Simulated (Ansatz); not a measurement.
Start from ZnTe in the zinc blende structure (space group F-43m, No. 216).

```yaml
crystal:
  lattice:
    - [0.00000, 3.05670, 3.05670]
    - [3.05670, 0.00000, 3.05670]
    - [3.05670, 3.05670, 0.00000]
  atoms:
    - { symbol: Te, position: [0.75000, 0.75000, 0.75000] }
    - { symbol: Zn, position: [0.00000, 0.00000, 0.00000] }
```

Cartesian axes are those of the cell as printed.

All numbers come from plane-wave PAW DFT at the r2SCAN level (Ansatz, a program for electronic structure, 500 eV), scalar-relativistic without spin-orbit coupling.

Before the change:

| Item | Value |
|---|---|
| Valence-band top at Γ | 0.00, 0.00, 0.00 eV |
| Valley order | Γ 1.79 eV; L along ⟨111⟩ 2.20 eV; a point along ⟨100⟩, about 0.9 Å⁻¹ from Γ 2.54 eV |
| Electron mass | 0.11 mₑ (at Γ) |

One thing is altered: the cell is stretched by 1.59 % along y with no lateral relaxation; the atoms relax in the strained cell.

Q: What does the calculation give for the valence-band top at Γ, valley order, energy relative to the base and electron mass after the change?

A: The valence-band top at Γ (three highest levels, from the VBM) becomes 0.00, 0.00, -0.06 eV (base: 0.00, 0.00, 0.00 eV); the valley order (the lowest conduction-band minima on the path, energy above the VBM, named in the base's zone) becomes Γ 1.69 eV; L along [1-1-1] 2.16 eV; a point along [001], about 0.9 Å⁻¹ from Γ 2.51 eV; a point along [010], about 0.9 Å⁻¹ from Γ 2.63 eV (base: Γ 1.79 eV; L along ⟨111⟩ 2.20 eV; a point along ⟨100⟩, about 0.9 Å⁻¹ from Γ 2.54 eV); the energy grows by 1.6 meV/atom; the electron mass remains 0.11 mₑ (at Γ).

Spin-orbit coupling, missing from the scalar runs, can matter with Te. The levels and masses belong to the bands next to the band gap. Effective masses come from finite differences of ±0.01 Å⁻¹. Whether these cells are dynamically stable was not tested.
